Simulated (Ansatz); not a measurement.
# Does disorder add resistance in series? Ag(111) layers with 25 % Os

Two lengths of the disordered region are known. What area resistance does the third give?

How it was computed: Ansatz 0.2.0, plane waves with PAW datasets at their recommended cutoffs (420 eV for most), Fermi-Dirac smearing; ballistic transmission by layer matching. The area resistance is RA = A (h/2e²)(1/T − 1/N), with T the zone-mean transmission per spin and N the lead's channels, both averaged over a few energies near the Fermi level; for magnets each spin is taken apart, with h/e², and the two conduct in parallel. Lateral cell 2x2, PBE, a fresh random draw for each length.

Results; the value marked ? is to be predicted:

| length (Å) | channels N | RA (fΩ m²) |
| --- | --- | --- |
| 9.44 | 3.297 | 2.18 |
| 18.9 | 3.266 | 3.67 |
| 28.3 | 3.266 | ? |

**Fit on the rows shown.**

Ohm's law makes RA linear in the length: the slope is (3.67 − 2.18)/(18.9 − 9.44) = 0.157 fΩ m² per Å, or 157 µΩ cm. Then 3.67 + 0.157 × 9.44. Predicted: 5.15 fΩ m².

Check against the run:

4.86 fΩ m², so the prediction is 6.0 % too high. The three lengths together give 141 µΩ cm. The two increments are 1.5 and 1.2 fΩ m², roughly as Ohm's law has it, though with one draw for each length that is a weak test.

**Limits.** The scatterers repeat sideways with the small cell. The slope is a raw one; a model of isotropic scattering puts it 1.00 times the bulk value over these lengths. Atoms sit unrelaxed on the host's lattice, and the pair may not mix at random in practice. Spin-orbit coupling is left out, which matters for Os.
